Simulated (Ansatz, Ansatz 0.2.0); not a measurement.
# Lattice constants of HfBe₅: PBEsol and r2SCAN leave the c axis too short

## Background

The reference values for the hexagonal cell of HfBe₅ come from a printed reference work on crystal structure data of metal beryllides (original work of 1969). They are a = 4.534 Å and c = 3.471 Å. Both are compiled values. Neither the method of measurement nor the temperature and the composition of the sample are given with them, so no correction for any of these can be applied as fact. The compound has the CaCu₅ structure, in which hafnium occupies the calcium site and beryllium forms the surrounding network. With one formula unit in the cell and all atoms on fixed positions, a and c describe the structure completely.

| compared with | measured | source's wording or label | method |
| --- | --- | --- | --- |
| a (Å) | 4.534 | hexagonal a | compiled value, method not stated |
| c (Å) | 3.471 | hexagonal c | compiled value, method not stated |

Conditions are those given with the value in the passage it was taken from; "not stated" means there, and the paper may say more elsewhere. The values are a selection: others may have been left out beforehand as unlike or outlying.

## Strategy

The aim is to reproduce a and c separately, each within 0.5 %. A good semilocal functional usually comes within several tenths of a per cent for the lattice constants of a close-packed metal, so this limit is demanding but reasonable. Judging the two axes separately keeps an error in c/a from hiding in the volume.

The model is the primitive cell of six atoms, non-magnetic, with its shape and volume relaxed in P6/mmm. The starting cell is itself a product of earlier theory, with a = 4.519 Å and c = 3.440 Å. It is already shorter than the measured cell, by 0.3 % in a and 0.9 % in c, and serves only as a starting point.

PBEsol is the main level, since it was built for the equilibrium geometry of dense solids and costs no more than an ordinary GGA. LDA is passed over because it generally makes metals too compact. The basis and the k mesh are tested first, then the potentials, and a meta-GGA is set beside the result for scale.

The calculated cell is static. Zero-point motion and heat both expand a real crystal, and in solids rich in a light element such as beryllium the zero-point part alone can reach several tenths of a per cent in length. The target is applied to the static values as they stand, and this one-sided effect is weighed at the end.

Plain PBE isn't shown in this study.

System: HfBe5 (hafnium pentaberyllide), hexagonal CaCu5 type; P6/mmm (No. 191), 6 atoms in the primitive cell; the database structure is a structure relaxed by earlier theory (a GGA or r2SCAN, not named), not a measurement: a = 4.519 Å, c = 3.440 Å; structure from the Materials Project.

On the selection of runs and values: Further runs on this system are not shown.

## 1. PBEsol with basis and mesh tests

The PBEsol relaxation at the default cutoff is accompanied by two tighter ones, the first with a higher cutoff and the second with a denser k mesh. Each changes one setting only, so any shift in a or c can be assigned. The cutoff matters in a variable-cell relaxation because an incomplete basis falsifies the stress, and the mesh matters because the compound is a metal. PBEsol is expected to give a cell somewhat smaller than the measured one.

**Run 1.** Ansatz 0.2.0: PBEsol, cell and atoms relaxed from the database structure, PAW set soft_2, cutoff 420 eV (default), 9x9x10 k mesh, Gaussian smearing 0.1 eV.

Key lines of the input:
```
crystal:
  # lattice and atoms
kpoints:
  mp_grid: { grid: [9, 9, 10] }
hamiltonian:
  xc: pbesol
scf:
  occupations: { method: gaussian, width: 0.1 }
output:
  forces: true
  stress: true
relax:
  adjacent_minimum: "off"
  f_tol: 0.005
  max_steps: 60
  cell: { stress_tol: 0.03 }
```

Command:
```
ansatz run input.yaml --threads 4 --pin off --max-ram 16384MiB --backend cpu --events-out ev --progress --plain --runs-dir out
```

Selected lines of the output:
```
  cell:  # Å, volume = 59.8714 Å³
```

Converged; 8.4 s on 4 cores of Arm Neoverse V1, shared host.

**Run 2.** Ansatz 0.2.0: PBEsol, cell and atoms relaxed from the database structure, PAW set soft_2, cutoff 590 eV, 9x9x10 k mesh, Gaussian smearing 0.1 eV.

Key lines of the input, as changed from run 1:
```diff
+ basis:
+   ecutwfc: 590.0
```

Selected lines of the output:
```
  cell:  # Å, volume = 59.8687 Å³
```

Converged; 21 s on 4 cores of Arm Neoverse N1, shared host.

**Run 3.** Ansatz 0.2.0: PBEsol, cell and atoms relaxed from the database structure, PAW set soft_2, cutoff 420 eV (default), 12x12x12 k mesh, Gaussian smearing 0.1 eV.

Key lines of the input, as changed from run 1:
```diff
  kpoints:
-   mp_grid: { grid: [9, 9, 10] }
+   mp_grid: { grid: [12, 12, 12] }
```

Selected lines of the output:
```
Basis set: ecut = 420 eV, 1193 PW (Γ) [...]
k-points: 133 of 1728
relax step   1: F+E_penalty+E_count = -16051.14415933 eV  [...]  max|allowed force component| = 3.701e-17 eV/Å  [...]  P = -2.089 GPa  Ω = 60.843 Å³  (7 SCF iters, dr2 threshold 1.00e-7 eV [...]
relax step   2: F+E_penalty+E_count = -16051.15056360 eV  [...]  max|allowed force component| = 1.850e-17 eV/Å  [...]  P = +0.012 GPa  Ω = 59.874 Å³  [...]
relax step   3: F+E_penalty+E_count = -16051.15076371 eV  [...]  max|allowed force component| = 9.252e-18 eV/Å  [...]  P = +0.001 GPa  Ω = 59.876 Å³  [...]
relax step   4: F+E_penalty+E_count = -16051.15058403 eV  [...]  max|allowed force component| = 9.252e-18 eV/Å  [...]  P = -0.001 GPa  Ω = 59.876 Å³  [...]
--- Relaxed structure (3 steps of the walk, 3 accepted, 1 SCFs on fresh bases) ---
  cell:  # Å, volume = 59.8756 Å³
    - [4.497305285999222, 0.0, 0.0]
    - [-2.248652642999611, 3.894780626249367, 0.0]
    - [0.0, 0.0, 3.4183317847597876]
```

Converged; wall time 20 s.

| quantity | run 1 | run 2 | run 3 | measured |
| --- | --- | --- | --- | --- |
| a (Å) | 4.496 | 4.496 | 4.497 | 4.534 |
| c (Å) | 3.420 | 3.420 | 3.418 | 3.471 |
| conventional cell volume (Å³) | 59.87 | 59.87 | 59.88 |  |

PBEsol misses both targets: a is 0.8 % too short and c 1.5 % too short. The cell was expected to come out small, but the shortfall in c is about three times the limit.

Neither numerical setting accounts for this. The higher cutoff leaves both lattice constants unchanged to the printed precision. The denser mesh lengthens a by 0.001 Å and shortens c by 0.002 Å, against deficits of 0.037 Å and 0.053 Å on that mesh. The two small shifts nearly cancel in the volume, which is why the axes are better followed one by one.

## 2. Other potentials and a meta-GGA

Before the functional is blamed, the PBEsol relaxation is repeated with norm-conserving PseudoDojo potentials at their much higher default cutoff. This tests the description of the hafnium and beryllium cores, which the cutoff and mesh tests leave untouched. Agreement within a few thousandths of an ångström would clear the potentials as the source of a miss of this size.

An r2SCAN relaxation on the original mesh provides the neighbouring level. It is expected to give a somewhat larger cell than PBEsol. The comparison of c matters most, because a functional that merely scales the cell would leave the larger error on that axis.

**Run 4.** Ansatz 0.2.0: PBEsol, PseudoDojo norm-conserving pseudopotentials, cell and atoms relaxed from the database structure, cutoff 1197 eV (default), 9x9x10 k mesh, Gaussian smearing 0.1 eV.

Key lines of the input, as changed from run 1:
```diff
  hamiltonian:
+   pseudopotentials: { kind: nc, accuracy: standard }
```

Selected lines of the output:
```
  cell:  # Å, volume = 60.1946 Å³
    - [0.0, 0.0, 3.4260917855599256]
```

Converged; wall time 46 s.

**Run 5.** Ansatz 0.2.0: r2SCAN, cell and atoms relaxed from the database structure, PAW set soft_2, cutoff 500 eV (default), 9x9x10 k mesh, Gaussian smearing 0.1 eV.

Key lines of the input, as changed from run 1:
```diff
  hamiltonian:
-   xc: pbesol
+   xc: r2scan
```

Selected lines of the output:
```
    - [4.517666732417831, 0.0, 0.0]
```

Converged; 12 s on 4 cores of Arm Neoverse V2, shared host.

| quantity | run 4 | run 5 | measured |
| --- | --- | --- | --- |
| a (Å) | 4.504 | 4.518 | 4.534 |
| c (Å) | 3.426 | 3.436 | 3.471 |
| conventional cell volume (Å³) | 60.19 | 60.74 |  |

The norm-conserving potentials lengthen the PBEsol cell by 0.008 Å in a and 0.006 Å in c. This is more than the cutoff or the mesh changed, and slightly more than the agreement hoped for, but it removes only a small part of the deficit. Both axes still miss, by 0.7 % and 1.3 %.

r2SCAN gives the larger cell expected of it. Its a is 0.4 % short and meets the target, while c is 1.0 % short and does not. The ratio c/a is 0.761 for PBEsol with either set of potentials (runs 1 and 4) and for r2SCAN, against 0.766 for the measured cell. Changing the functional has therefore scaled the cell almost uniformly and left the discrepancy in its shape.

## 3. Spin-orbit coupling and the r2SCAN mesh

Hafnium is heavy enough for spin-orbit coupling to deserve a check against the persistent error in c. The PBEsol relaxation is repeated with the coupling and fully relativistic potentials, so a shift would not belong to the coupling alone. Little change is expected, since the coupling usually has a weak effect on the lattice constants of such a metal.

The r2SCAN result needs a mesh check of its own because a meets the target there and c does not. A coarser mesh shows how sensitive the two axes are, although it cannot prove the original mesh converged.

**Run 6.** Ansatz 0.2.0: PBEsol with spin-orbit coupling, cell and atoms relaxed from the database structure, cutoff 420 eV (default), 9x9x10 k mesh, Gaussian smearing 0.1 eV.

Key lines of the input, as changed from run 1:
```diff
  hamiltonian:
+   pseudopotentials: { kind: paw_fr }
+ magnetization:
+   noncollinear: true
+   spin_orbit: true
```

Selected lines of the output:
```
Basis set: ecut = 420 eV, 1193 PW (Γ) [...]
k-points: 72 of 810
relax step   1: F+E_penalty+E_count = -16069.36468464 eV  [...]  max|allowed force component| = 5.551e-17 eV/Å  [...]  P = -2.257 GPa  Ω = 60.843 Å³  (9 SCF iters, dr2 threshold 1.00e-7 eV [...]
relax step   2: F+E_penalty+E_count = -16069.37207684 eV  [...]  max|allowed force component| = 4.626e-17 eV/Å  [...]  P = +0.038 GPa  Ω = 59.786 Å³  [...]
[...]
relax step   4: F+E_penalty+E_count = -16069.37235145 eV  [...]  max|allowed force component| = 1.850e-17 eV/Å  [...]  P = -0.001 GPa  Ω = 59.798 Å³  [...]
relax step   5: F+E_penalty+E_count = -16069.37215616 eV  [...]  max|allowed force component| = 9.252e-18 eV/Å  [...]  P = -0.003 GPa  Ω = 59.798 Å³  [...]
--- Relaxed structure (4 steps of the walk, 4 accepted, 1 SCFs on fresh bases) ---
  cell:  # Å, volume = 59.7981 Å³
    - [4.493778255599219, 0.0, 0.0]
    - [-2.2468891277996095, 3.891726128323044, 0.0]
    - [0.0, 0.0, 3.419272617761284]
Magnetic group: BNS 191.234 (UNI 1464), of the structure as read, at distance tolerance 3.9e-5 Å
Magnetization: |M| = 0.0000 μB,  M = (+0.0000, +0.0000, +0.0000) μB
```

Converged; 61 s on 4 cores of Arm Neoverse V1, shared host.

**Run 7.** Ansatz 0.2.0: r2SCAN, cell and atoms relaxed from the database structure, PAW set soft_2, cutoff 500 eV (default), 6x6x6 k mesh, Gaussian smearing 0.1 eV.

Key lines of the input, as changed from run 5:
```diff
  kpoints:
-   mp_grid: { grid: [9, 9, 10] }
+   mp_grid: { grid: [6, 6, 6] }
```

Converged; 5.8 s on 4 cores of Arm Neoverse V2, shared host.

| quantity | run 6 | run 7 | measured |
| --- | --- | --- | --- |
| a (Å) | 4.494 | 4.517 | 4.534 |
| c (Å) | 3.419 | 3.436 | 3.471 |
| conventional cell volume (Å³) | 59.80 | 60.71 |  |

Spin-orbit coupling, together with the change to fully relativistic potentials, shortens a by 0.002 Å and c by 0.001 Å. The combined shift is small and goes away from the measured cell, so it offers no explanation for the short c axis. The zero moment in the output is no test for magnetism: the magnetic group printed for the starting structure contains time reversal, which forbids a moment.

With r2SCAN, the coarser mesh shortens a by 0.001 Å and leaves c unchanged to the printed precision. The calls on both axes stay as they were: a is 0.4 % short and within the target, c is 1.0 % short and outside it. The deficit of 0.035 Å in c is far larger than the response to the mesh seen here, although a mesh denser than the original one is not shown for r2SCAN in this report.

## Results at a glance

| run | settings | a (Å) | deviation | c (Å) | deviation | cost |
| --- | --- | --- | --- | --- | --- | --- |
| 1 | PBEsol, PAW set soft_2, cutoff 420 eV (default), 9x9x10 k mesh | 4.496 | −0.038 (−0.8 %) | 3.420 | −0.051 (−1.5 %) | under 1 core-min |
| 2 | PBEsol, PAW set soft_2, cutoff 590 eV, 9x9x10 k mesh | 4.496 | −0.038 (−0.8 %) | 3.420 | −0.051 (−1.5 %) | 84 core-s |
| 3 | PBEsol, PAW set soft_2, cutoff 420 eV (default), 12x12x12 k mesh | 4.497 | −0.037 (−0.8 %) | 3.418 | −0.053 (−1.5 %) | 80 core-s |
| 4 | PBEsol, PseudoDojo norm-conserving pseudopotentials, cutoff 1197 eV (default), 9x9x10 k mesh | 4.504 | −0.030 (−0.7 %) | 3.426 | −0.045 (−1.3 %) | 3 core-min |
| 5 | r2SCAN, PAW set soft_2, cutoff 500 eV (default), 9x9x10 k mesh | 4.518 | −0.016 (−0.4 %) | 3.436 | −0.035 (−1.0 %) | under 1 core-min |
| 6 | PBEsol with spin-orbit coupling, cutoff 420 eV (default), 9x9x10 k mesh | 4.494 | −0.040 (−0.9 %) | 3.419 | −0.052 (−1.5 %) | 4.1 core-min |
| 7 | r2SCAN, PAW set soft_2, cutoff 500 eV (default), 6x6x6 k mesh | 4.517 | −0.017 (−0.4 %) | 3.436 | −0.035 (−1.0 %) | under 1 core-min |
|  | measured | 4.534 |  | 3.471 |  |  |

Further runs on the same system, made beside this series (convergence steps with loose settings among them):

| further | settings | a (Å) | deviation | c (Å) | deviation | cost |
| --- | --- | --- | --- | --- | --- | --- |
| F1 | r2SCAN+rVV10, PAW set soft_2, cutoff 500 eV (default), 9x9x10 k mesh | 4.512 | −0.022 (−0.5 %) | 3.432 | −0.039 (−1.1 %) | 68 core-s |
| F2 | PBEsol+D3(BJ), PAW set soft_2, cutoff 420 eV (default), 9x9x10 k mesh | 4.438 | −0.096 (−2.1 %) | 3.374 | −0.097 (−2.8 %) | under 1 core-min |
| F3 | BLYP, PAW set soft_2, cutoff 420 eV (default), 9x9x10 k mesh | 4.547 | +0.013 (+0.3 %) | 3.443 | −0.028 (−0.8 %) | under 1 core-min |
| F4 | BLYP+D3(BJ), PAW set soft_2, cutoff 420 eV (default), 9x9x10 k mesh | 4.396 | −0.138 (−3.1 %) | 3.320 | −0.151 (−4.3 %) | 66 core-s |
| F5 | LDA, PAW set soft_2, cutoff 420 eV (default), 9x9x10 k mesh | 4.448 | −0.086 (−1.9 %) | 3.381 | −0.090 (−2.6 %) | under 1 core-min |
| F6 | PBEsol, PAW set soft_2, cutoff 420 eV (default), 6x6x6 k mesh | 4.495 | −0.039 (−0.9 %) | 3.420 | −0.051 (−1.5 %) | under 1 core-min |
|  | measured | 4.534 |  | 3.471 |  |  |

## How well does the simulation do?

PBEsol, the level chosen at the outset, misses the target on both axes: a is 0.8 % and c 1.5 % too short, at a cost of under one core-minute. r2SCAN, at similarly small cost, passes narrowly for a (0.4 % short) but misses c by 1.0 %. It is closer than PBEsol on both axes, but its pass in a is thin and should not be given much weight.

The most useful check was the change of potentials, which moved the PBEsol cell more than cutoff or mesh did, yet left both misses standing. The run with spin-orbit coupling brought no improvement, and the coarser r2SCAN mesh was only a weak test. A test of the smearing width is not shown in this report.

The further runs support passing over LDA, which makes the cell smaller still. Adding D3(BJ) to PBEsol also worsens the contraction. BLYP brings a within the target, but with a too long and c too short this is no sound description of the cell. Every level shown leaves c more than 0.5 % short and c/a below the measured ratio.

Zero-point and thermal expansion would lengthen the static cell. In a stiff, beryllium-rich metal the two together may come to roughly half a per cent in length, which is an estimate and not a result of these runs. That would remove much of the PBEsol deficit in a but only a part of the one in c. A uniform expansion would not correct c/a either; c would have to expand more than a. A phonon-based calculation of the expansion along each axis could test this.

The reference is open to question as well. It is a single compiled pair of values, without temperature or composition, and a departure from the ideal composition could alter the cell's shape. The static model probably accounts for part of the short c; how the rest divides between the functionals and the sample is not shown in this report.

[Logs are printed without paths, hosts, clocks, repeated set-up lines and the standing remarks that a program may print on its own settings, such as how far it seeks lower states.]

[The runs shown are a pick from a larger set of finished runs; failed, doubtful and other runs were left out of it ahead of writing. So were measured values far from every level or from commonly accepted values, and agreement can look better than it is. Lines of input and output are excerpts and may be shortened.]
